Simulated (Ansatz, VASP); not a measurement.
**Two plane-wave programs on InAs**

```
In As
1.0
     0.00000    3.01800    3.01800
     3.01800    0.00000    3.01800
     3.01800    3.01800    0.00000
In As
1 1
Direct
  0.00000 0.00000 0.00000
  0.25000 0.25000 0.25000
```

Alike in both runs: functional PBE; k mesh 8 × 8 × 8; occupations fermi-dirac, width 0.02 eV; no spin polarisation.

Ansatz relaxed the structure, and its values are those at the end. VASP's run is a single point on that final structure, the one shown.

|  | VASP | Ansatz |
| --- | --- | --- |
| version | VASP 6.6.1 | Ansatz 0.2.0 |
| potentials or method | VASP PAW PBE potentials, release 64 (In_d, As) | plane-wave PAW, scalar-relativistic |
| plane-wave cutoff (eV) | 520 | 420 |
| valence electrons in the cell | 18 | 28 |

|  | VASP | Ansatz | Ansatz less VASP |
| --- | --- | --- | --- |
| pressure (GPa) | 4.4 | 4.3 | -0.07 |

The functional is the same, so the differences come from potentials, cutoffs and numerics. The two sets of potentials don't hold the same shells in valence. Ansatz warned: «gradients_without_spin_orbit».
